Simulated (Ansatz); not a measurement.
Input of an Ansatz 0.2.0 run:

Contents of input.yaml:

```yaml
crystal:
  lattice:
    - [-1.9814305318, 1.9814305318, 1.9814305318]
    - [1.9814305318, -1.9814305318, 1.9814305318]
    - [1.9814305318, 1.9814305318, -1.9814305318]
  atoms:
    - { symbol: Bi, position: [0.0, 0.0, 0.0] }
hamiltonian:
  xc: pbe
  pseudopotentials: { kind: paw }
kpoints:
  mp_grid: { grid: [9, 9, 9] }
scf:
  occupations: { method: gaussian, width: 0.027 }
output:
  forces: true
  stress: true
  eigenvalues: true
```

Potentials or basis: Ansatz PAW.

Command:

```console
$ ansatz run input.yaml --threads 2 --pin off --max-ram 5632MiB --backend cpu --events-out ev --progress --plain --runs-dir out
```

Task: Estimate the band gap on the k mesh.

Result: None (metal or under the smearing width).

Task: Estimate the pressure.

Result: 0.8 GPa.

Caveat: spin-orbit coupling is left out, which moves the levels of the heavy elements.
